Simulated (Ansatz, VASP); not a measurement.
## SiC in VASP and in Ansatz

```xyz
4
Lattice="3.0671 0.0000 0.0000 -1.5335 2.6561 0.0000 0.0000 0.0000 5.0327" Properties=species:S:1:pos:R:3 pbc="T T T"
Si    0.0000    1.7708    0.0231
Si    1.5335    0.8854    2.5394
C     0.0000    1.7708    1.9145
C     1.5335    0.8854    4.4308
```

Alike in both runs: functional PBEsol; k mesh 8 × 8 × 6; no spin polarisation.

Ansatz relaxed the structure, and its values are those at the end. VASP's run is a single point on that final structure, the one shown.

|  | VASP | Ansatz |
| --- | --- | --- |
| version | VASP 6.6.1 | Ansatz 0.2.0 |
| potentials or method | VASP PAW PBE potentials, release 64 (Si, C) | PAW with Ansatz's default frozen-core files, scalar-relativistic |
| plane-wave cutoff (eV) | 520 | 420 |
| occupations | gaussian, width 0.01 eV | fixed |
| valence electrons in the cell | 16 | 16 |

|  | VASP | Ansatz | Ansatz less VASP |
| --- | --- | --- | --- |
| pressure (GPa) | 2.3 | 2.0 | -0.36 |

Caveats: the PAW data sets were made with another functional, which shifts forces and pressure a little (VASP). A k mesh can miss the band edges.
